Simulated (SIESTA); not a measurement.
The system is AlN.

```
CELL_PARAMETERS angstrom
0.00000 2.18399 2.18399
2.18399 0.00000 2.18399
2.18399 2.18399 0.00000
ATOMIC_POSITIONS crystal
Al 0.00000 0.00000 0.00000
N 0.25000 0.25000 0.25000
```

Measurements of this composition are mostly on another form, of space group No. 186.

Base run:

```yaml
Program: SIESTA 5.4.2
Functional: AM05
Potentials_or_basis: PseudoDojo 0.4 standard (PBEsol files)
Basis: DZP (energy shift 0.003 Ry)
Grid_cutoff: 800 Ry
Energy_shift: 0.003 Ry
k_mesh: 10 × 10 × 10
Occupations: fermi-dirac, width 0.05 eV
Spin: no spin polarisation
```

Its results: band gap on the k mesh 3.13 eV, indirect (least direct gap 4.30 eV); pressure 2.8 GPa.

**Question.** The run is repeated on the same cell with these changes: functional from AM05 to PBE; potentials or basis from PseudoDojo 0.4 standard (PBEsol files) to SG15 1.2 with PseudoDojo 0.4 standard (PBE files). What comes out?

**Answer.** Band gap on the k mesh 3.27 eV, indirect (least direct gap 4.37 eV); pressure 6.0 GPa.

Caveats: the basis of atomic orbitals isn't converged, which shifts pressures, moduli and gaps; the potentials were made for another functional, which shifts forces and pressure (some runs).
